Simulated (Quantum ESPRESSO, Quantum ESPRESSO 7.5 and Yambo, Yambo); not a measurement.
# LiF (Griceite): G0W0 with Yambo, start to end

How does a plane-wave GW calculation on LiF (Griceite) run from the first input to the gap?

Method: PBE and many-body steps on it, plane waves, in Quantum ESPRESSO 7.5 and Yambo 5.3.0.

### Step 1. Set-up

Symmetry: Fm-3m, No. 225, cubic system. The conventional cell has a = 4.028 Å, b = 4.028 Å, c = 4.028 Å, α = 90.00°, β = 90.00°, γ = 90.00°. Nearest to Li lie 6 F at 2.01 Å. F has 6 Li at 2.01 Å nearest. Farther neighbours and most contacts between anions are not listed.

The cell and positions come from the Crystallography Open Database and are kept as given unless a step says otherwise.

### Step 2. Ground state

This step: Quantum ESPRESSO 7.5; DFT, PBE, plane waves, norm-conserving pseudopotentials.

The ground-state density comes first.

pw.in

```
&control
  calculation = 'scf'
  prefix = 'x'
  outdir = 'o'
  pseudo_dir = 'pseudo'
/
&system
  ibrav = 0
  nat = 2
  ntyp = 2
  ecutwfc = 72.0
  nbnd = 10
  force_symmorphic = .true.
/
&electrons
  conv_thr = 1e-10
  electron_maxstep = 80
  mixing_beta = 0.5
/
ATOMIC_SPECIES
  Li 6.94 Li.upf
  F 18.998 F.upf
CELL_PARAMETERS angstrom
  0.0000000000 2.0140000000 2.0140000000
  2.0140000000 0.0000000000 2.0140000000
  2.0140000000 2.0140000000 -0.0000000000
ATOMIC_POSITIONS crystal
  Li 0.0000000000 0.0000000000 0.0000000000
  F 0.5000000000 0.5000000000 0.5000000000
K_POINTS automatic
  8 8 8 0 0 0
```

Command:

```bash
$ OMP_NUM_THREADS=1 mpirun -n 4 pw.x -nk 4 -in pw.in > pw.out
```

The log of the run:

```text
Program PWSCF v.7.5 starts

     This program is part of the open-source Quantum ESPRESSO suite
     for quantum simulation of materials; please cite
         "P. Giannozzi et al., J. Phys.:Condens. Matter 21 395502 (2009);
         "P. Giannozzi et al., J. Phys.:Condens. Matter 29 465901 (2017);
         "P. Giannozzi et al., J. Chem. Phys. 152 154105 (2020);
     in publications or presentations arising from this work. More details at
     Message from routine setup:
     using ibrav=0 with symmetry is DISCOURAGED, use correct ibrav instead

     G-vector sticks info

     bravais-lattice index     =            0
     lattice parameter (alat)  =       5.3824  a.u.
     unit-cell volume          =     110.2567 (a.u.)^3
     number of atoms/cell      =            2
     number of atomic types    =            2
     number of electrons       =        10.00
     number of Kohn-Sham states=           10
     kinetic-energy cutoff     =      72.0000  Ry
     charge density cutoff     =     288.0000  Ry
     scf convergence threshold =      1.0E-10
     mixing beta               =       0.5000
     number of iterations used =            8  plain     mixing
     Exchange-correlation= PBE
                           (   1   4   3   4   0   0   0)

     celldm(1)=   5.382367  celldm(2)=   0.000000  celldm(3)=   0.000000
     celldm(4)=   0.000000  celldm(5)=   0.000000  celldm(6)=   0.000000

     crystal axes: (cart. coord. in units of alat)
               a(1) = (   0.000000   0.707107   0.707107 )
               a(2) = (   0.707107   0.000000   0.707107 )
               a(3) = (   0.707107   0.707107  -0.000000 )

     reciprocal axes: (cart. coord. in units 2 pi/alat)
               b(1) = ( -0.707107  0.707107  0.707107 )
               b(2) = (  0.707107 -0.707107  0.707107 )
               b(3) = (  0.707107  0.707107 -0.707107 )
     Pseudo is Norm-conserving, Zval =  3.0
     Generated using ONCVPSP code by D. R. Hamann
     Using radial grid of 1944 points,  4 beta functions with:
     Pseudo is Norm-conserving + core correction, Zval =  7.0
     Generated using ONCVPSP code by D. R. Hamann
     Using radial grid of  832 points,  5 beta functions with:
     Li                3.00     6.94000     Li( 1.00)
     F                 7.00    18.99800     F ( 1.00)

     48 Sym. Ops., with inversion, found

   Cartesian axes

     site n.     atom                  positions (alat units)
         1        Li     tau(   1) = (   0.0000000   0.0000000   0.0000000  )
         2        F      tau(   2) = (   0.7071068   0.7071068   0.7071068  )

     number of k points=    29
                       cart. coord. in units 2pi/alat
        k(    1) = (   0.0000000   0.0000000   0.0000000), wk =   0.0039062
        k(    2) = (   0.0883883   0.0883883  -0.0883883), wk =   0.0312500
        k(    3) = (   0.1767767   0.1767767  -0.1767767), wk =   0.0312500
        k(    4) = (   0.2651650   0.2651650  -0.2651650), wk =   0.0312500
        k(    5) = (  -0.3535534  -0.3535534   0.3535534), wk =   0.0156250
        k(    6) = (   0.1767767   0.0000000   0.0000000), wk =   0.0234375
        k(    7) = (   0.2651650   0.0883883  -0.0883883), wk =   0.0937500
        k(    8) = (   0.3535534   0.1767767  -0.1767767), wk =   0.0937500
        k(    9) = (  -0.2651650  -0.4419417   0.4419417), wk =   0.0937500
        k(   10) = (  -0.1767767  -0.3535534   0.3535534), wk =   0.0937500
     [... 17 further rows ...]
        k(   28) = (  -0.7071068   0.1767767  -0.0000000), wk =   0.0468750
        k(   29) = (  -0.7071068   0.3535534   0.0000000), wk =   0.0234375

     Dense  grid:     9185 G-vectors     FFT dimensions: (  30,  30,  30)

     Initial potential from superposition of free atoms

     starting charge       9.9954, renormalised to      10.0000
     Starting wfcs are    6 randomized atomic wfcs +    4 random wfcs

     per-process dynamical memory:    10.8 Mb

     Self-consistent Calculation

     iteration #  1     ecut=    72.00 Ry     beta= 0.50

     total energy              =     -63.94789897 Ry
     estimated scf accuracy    <       0.11923085 Ry

     iteration #  2     ecut=    72.00 Ry     beta= 0.50

     total energy              =     -63.97944565 Ry
     estimated scf accuracy    <       0.01212648 Ry

     iteration #  3     ecut=    72.00 Ry     beta= 0.50

     total energy              =     -63.98144994 Ry
     estimated scf accuracy    <       0.00133569 Ry

     iteration #  4     ecut=    72.00 Ry     beta= 0.50

     total energy              =     -63.98156812 Ry
     estimated scf accuracy    <       0.00003780 Ry

     iteration #  5     ecut=    72.00 Ry     beta= 0.50

     total energy              =     -63.98157171 Ry
     estimated scf accuracy    <       0.00000354 Ry

     iteration #  6     ecut=    72.00 Ry     beta= 0.50

     total energy              =     -63.98157240 Ry
     estimated scf accuracy    <          8.2E-09 Ry

     iteration #  7     ecut=    72.00 Ry     beta= 0.50

     total energy              =     -63.98157241 Ry
     estimated scf accuracy    <          4.4E-09 Ry

     iteration #  8     ecut=    72.00 Ry     beta= 0.50

     total energy              =     -63.98157241 Ry
     estimated scf accuracy    <          2.9E-10 Ry

     iteration #  9     ecut=    72.00 Ry     beta= 0.50

     End of self-consistent calculation

          k = 0.0000 0.0000 0.0000 (  1139 PWs)   bands (ev):

   -39.9378 -18.9883   0.9065   0.9065   0.9065  10.0211  24.8974  24.8974
    24.8974  25.3125

          k = 0.0884 0.0884-0.0884 (  1143 PWs)   bands (ev):

   -39.9292 -18.9290   0.4741   0.8716   0.8716  10.4588  21.5470  23.2809
    23.2809  26.5804

          k = 0.1768 0.1768-0.1768 (  1131 PWs)   bands (ev):

   -39.9086 -18.7808  -0.4525   0.7900   0.7900  11.2836  18.8900  21.5015
    21.5015  27.9954

          k = 0.2652 0.2652-0.2652 (  1143 PWs)   bands (ev):

     [... further k-points ...]

     highest occupied, lowest unoccupied level (ev):     0.9065   10.0211

!    total energy              =     -63.98157241 Ry
     estimated scf accuracy    <          2.3E-11 Ry

     The total energy is the sum of the following terms:
     one-electron contribution =     -25.10600909 Ry
     hartree contribution      =      16.67746653 Ry
     xc contribution           =     -14.60475319 Ry
     ewald contribution        =     -40.94827666 Ry

     convergence has been achieved in   9 iterations

     XML data file, charge density, pseudopotentials, collected wavefunctions

=------------------------------------------------------------------------------=
   JOB DONE.
=------------------------------------------------------------------------------=
```

The job ended after 2.1 s (4 MPI ranks of Arm Neoverse V1, shared host; peak memory 0.19 GiB).

This step gave:

* total energy: -870.5136 eV
* gap: 9.115 eV
* k of the valence top: 0, 0, 0
* k of the conduction bottom: 0, 0, 0
* least direct gap: 9.115 eV

The gap is direct, at Γ.

### Step 3. Bands along the symmetry lines

Levels along a band path, at the cheap level, show where the edges lie and whether the meshes to come will hold them.

pw.in

```
&control
  calculation = 'bands'
  prefix = 'x'
  outdir = 'o'
  pseudo_dir = 'pseudo'
/
&system
  ibrav = 0
  nat = 2
  ntyp = 2
  ecutwfc = 72.0
  nbnd = 11
  force_symmorphic = .true.
/
&electrons
  conv_thr = 1e-9
  electron_maxstep = 80
  diago_full_acc = .true.
  diago_thr_init = 5e-6
/
ATOMIC_SPECIES
  Li 6.94 Li.upf
  F 18.998 F.upf
CELL_PARAMETERS angstrom
  0.0000000000 2.0140000000 2.0140000000
  2.0140000000 0.0000000000 2.0140000000
  2.0140000000 2.0140000000 -0.0000000000
ATOMIC_POSITIONS crystal
  Li 0.0000000000 0.0000000000 0.0000000000
  F 0.5000000000 0.5000000000 0.5000000000
K_POINTS crystal
  50
  0.00000000 0.00000000 0.00000000 1
  0.06250000 0.00000000 0.06250000 1
  0.12500000 0.00000000 0.12500000 1
  0.18750000 0.00000000 0.18750000 1
  0.25000000 0.00000000 0.25000000 1
  0.31250000 0.00000000 0.31250000 1
  0.37500000 0.00000000 0.37500000 1
  0.43750000 0.00000000 0.43750000 1
  0.50000000 0.00000000 0.50000000 1
  0.51562500 0.03125000 0.51562500 1
  0.53125000 0.06250000 0.53125000 1
  0.54687500 0.09375000 0.54687500 1
  0.56250000 0.12500000 0.56250000 1
  0.57812500 0.15625000 0.57812500 1
  0.59375000 0.18750000 0.59375000 1
  0.60937500 0.21875000 0.60937500 1
  0.62500000 0.25000000 0.62500000 1
  0.37500000 0.37500000 0.75000000 1
  0.32812500 0.32812500 0.65625000 1
  0.28125000 0.28125000 0.56250000 1
  0.23437500 0.23437500 0.46875000 1
  0.18750000 0.18750000 0.37500000 1
  0.14062500 0.14062500 0.28125000 1
  0.09375000 0.09375000 0.18750000 1
  0.04687500 0.04687500 0.09375000 1
  0.00000000 0.00000000 0.00000000 1
  0.06250000 0.06250000 0.06250000 1
  0.12500000 0.12500000 0.12500000 1
  0.18750000 0.18750000 0.18750000 1
  0.25000000 0.25000000 0.25000000 1
  0.31250000 0.31250000 0.31250000 1
  0.37500000 0.37500000 0.37500000 1
  0.43750000 0.43750000 0.43750000 1
  0.50000000 0.50000000 0.50000000 1
  0.50000000 0.46875000 0.53125000 1
  0.50000000 0.43750000 0.56250000 1
  0.50000000 0.40625000 0.59375000 1
  0.50000000 0.37500000 0.62500000 1
  0.50000000 0.34375000 0.65625000 1
  0.50000000 0.31250000 0.68750000 1
  0.50000000 0.28125000 0.71875000 1
  0.50000000 0.25000000 0.75000000 1
  0.50000000 0.21875000 0.71875000 1
  0.50000000 0.18750000 0.68750000 1
  0.50000000 0.15625000 0.65625000 1
  0.50000000 0.12500000 0.62500000 1
  0.50000000 0.09375000 0.59375000 1
  0.50000000 0.06250000 0.56250000 1
  0.50000000 0.03125000 0.53125000 1
  0.50000000 0.00000000 0.50000000 1
```

The log of the run:

```text
[banner, memory and clock lines left out]
Program PWSCF v.7.5 starts

     Atomic positions and unit cell read from directory:
     o/x.save/

     Message from routine setup:
     using ibrav=0 with symmetry is DISCOURAGED, use correct ibrav instead

     G-vector sticks info

     bravais-lattice index     =            0
     lattice parameter (alat)  =       5.3824  a.u.
     unit-cell volume          =     110.2567 (a.u.)^3
     number of atoms/cell      =            2
     number of atomic types    =            2
     number of electrons       =        10.00
     number of Kohn-Sham states=           11
     kinetic-energy cutoff     =      72.0000  Ry
     charge density cutoff     =     288.0000  Ry
     Exchange-correlation= PBE
                           (   1   4   3   4   0   0   0)

     celldm(1)=   5.382367  celldm(2)=   0.000000  celldm(3)=   0.000000
     celldm(4)=   0.000000  celldm(5)=   0.000000  celldm(6)=   0.000000

     crystal axes: (cart. coord. in units of alat)
               a(1) = (   0.000000   0.707107   0.707107 )
               a(2) = (   0.707107   0.000000   0.707107 )
               a(3) = (   0.707107   0.707107  -0.000000 )

     reciprocal axes: (cart. coord. in units 2 pi/alat)
               b(1) = ( -0.707107  0.707107  0.707107 )
               b(2) = (  0.707107 -0.707107  0.707107 )
               b(3) = (  0.707107  0.707107 -0.707107 )
     Pseudo is Norm-conserving, Zval =  3.0
     Generated using ONCVPSP code by D. R. Hamann
     Using radial grid of 1944 points,  4 beta functions with:
     Pseudo is Norm-conserving + core correction, Zval =  7.0
     Generated using ONCVPSP code by D. R. Hamann
     Using radial grid of  832 points,  5 beta functions with:
     Li                3.00     6.94000     Li( 1.00)
     F                 7.00    18.99800     F ( 1.00)

     48 Sym. Ops., with inversion, found

   Cartesian axes

     site n.     atom                  positions (alat units)
         1        Li     tau(   1) = (   0.0000000   0.0000000   0.0000000  )
         2        F      tau(   2) = (   0.7071068   0.7071068   0.7071068  )

     number of k points=    50
                       cart. coord. in units 2pi/alat
        k(    1) = (   0.0000000   0.0000000   0.0000000), wk =   0.0400000
        k(    2) = (   0.0000000   0.0883883   0.0000000), wk =   0.0400000
        k(    3) = (   0.0000000   0.1767767   0.0000000), wk =   0.0400000
[...]
[... 38 further rows ...]
        k(   49) = (   0.0441942   0.7071068   0.0000000), wk =   0.0400000
        k(   50) = (   0.0000000   0.7071068   0.0000000), wk =   0.0400000

     Dense  grid:     9185 G-vectors     FFT dimensions: (  30,  30,  30)

     The potential is recalculated from file :
     o/x.save/charge-density

     Starting wfcs are    6 randomized atomic wfcs +    5 random wfcs

     Band Structure Calculation

     End of band structure calculation

          k = 0.0000 0.0000 0.0000 (  1139 PWs)   bands (ev):

   -39.9378 -18.9883   0.9065   0.9065   0.9065  10.0211  24.8974  24.8974
    24.8974  25.3125  25.3125

          k = 0.0000 0.0884 0.0000 (  1147 PWs)   bands (ev):

   -39.9348 -18.9678   0.8035   0.8673   0.8673  10.1833  23.7304  23.7304
    24.1913  24.2895  26.8324

          k = 0.0000 0.1768 0.0000 (  1155 PWs)   bands (ev):

   -39.9265 -18.9071   0.5061   0.7562   0.7562  10.6553  22.5118  22.7158
    22.7158  23.0257  28.8911

          k =-0.0000 0.2652 0.0000 (  1146 PWs)   bands (ev):

[...]
k = 0.0000 0.4419-0.0000 (  1126 PWs)   bands (ev):

[...]
k =-0.0000 0.5303 0.0000 (  1142 PWs)   bands (ev):

[...]
k = 0.0000 0.6187-0.0000 (  1138 PWs)   bands (ev):

[...]
k = 0.4640 0.4640-0.0000 (  1141 PWs)   bands (ev):

[...]
k = 0.3315 0.3315-0.0000 (  1135 PWs)   bands (ev):

[...]
k = 0.3094 0.7071-0.0000 (  1134 PWs)   bands (ev):

[...]
k = 0.2210 0.7071-0.0000 (  1138 PWs)   bands (ev):

[...]
k = 0.1768 0.7071-0.0000 (  1142 PWs)   bands (ev):

[...]
k = 0.0442 0.7071 0.0000 (  1142 PWs)   bands (ev):

   -39.8644 -18.2931  -2.0598  -0.1059  -0.0759  15.7296  17.3711  18.3945
    21.1240  21.3413  34.3419

          k = 0.0000 0.7071 0.0000 (  1138 PWs)   bands (ev):

   -39.8644 -18.2921  -2.0764  -0.0833  -0.0833  15.7282  17.4514  18.3945
    21.1639  21.1639  34.3039

     XML data file, pseudopotentials, collected wavefunctions
```

It took 1.4 s on 4 MPI ranks; peak memory 0.05 GiB.

Numbers from this step:

```
gap                        : 9.114 eV
k of the valence top       : 0.0469, 0.0469, 0.0938
k of the conduction bottom : 0, 0, 0
least direct gap           : 9.115 eV
```

The gap is 9.114 eV, −0.001 eV from the run before at this level.

Electronic bands along the path, in eV, zero at the top of the highest filled band; v1 is the highest filled band, c1 the lowest empty one:

```csv
point,v4,v3,v2,v1,c1,c2,c3,c4
Γ,-19.90,0.00,0.00,0.00,9.11,23.99,23.99,23.99
halfway,-19.59,-1.42,-0.51,-0.51,11.43,18.82,19.77,20.65
X,-19.20,-2.98,-0.99,-0.99,14.82,16.54,17.49,20.26
halfway,-19.21,-2.85,-1.17,-0.92,14.84,15.87,17.71,20.08
U,-19.24,-2.48,-1.55,-0.73,14.53,14.92,18.45,19.69
jump to K,-19.24,-2.48,-1.55,-0.73,14.53,14.92,18.45,19.69
halfway,-19.59,-1.49,-0.75,-0.09,11.11,17.01,19.96,20.21
Γ,-19.90,0.00,0.00,0.00,9.11,23.99,23.99,23.99
halfway,-19.69,-1.36,-0.12,-0.12,10.38,17.98,20.59,20.59
L,-19.46,-2.50,-0.23,-0.23,10.83,16.74,18.94,18.94
halfway,-19.35,-2.31,-1.22,-0.48,12.56,15.76,19.00,19.20
W,-19.23,-2.06,-2.06,-0.79,15.08,15.08,17.48,19.28
halfway,-19.21,-2.73,-1.32,-0.89,14.86,15.76,17.49,19.75
X,-19.20,-2.98,-0.99,-0.99,14.82,16.54,17.49,20.26
```

The electronic bands as a text plot (rows in eV, shown from -8.0 to 15.1 only):

```
   14.6 |          +++++++++                             ++++++++
   13.7 |         +        +                           ++
   12.7 |       ++          ++                        +
   11.7 |     ++              ++                    ++
   10.8 |    +                  +++         ++++++++
    9.8 |  ++                      ++    +++
    8.9 |++                          ++++
    7.9 |
    6.9 |
    6.0 |
    5.0 |
    4.0 |
    3.1 |
    2.1 |
    1.1 |
    0.2 |****                 **********************
   -0.8 |  **************************    ***      ***************
   -1.7 |     ****       ********           ****       *******
   -2.7 |         *********                     ********   ******
   -3.7 |
   -4.6 |
   -5.6 |
   -6.6 |
   -7.5 |
         Γ           X  U|K            Γ         L        W     X
```

(Continued in part 2 of 2.)

[Paths, hosts, dates, memory and timing lines, banners, echoed tables and standing remarks are left out of the program output.]

[Logs are printed without paths, hosts, clocks, repeated set-up lines and the standing remarks that a program may print on its own settings, such as how far it seeks lower states.]

[Runs of the session that timed out or met a known fault of the program may be left out.]

[Hosts, paths, dates, database ids (printed as entryN), source tags and the programs' standing remarks are cut or masked in the printed files.]
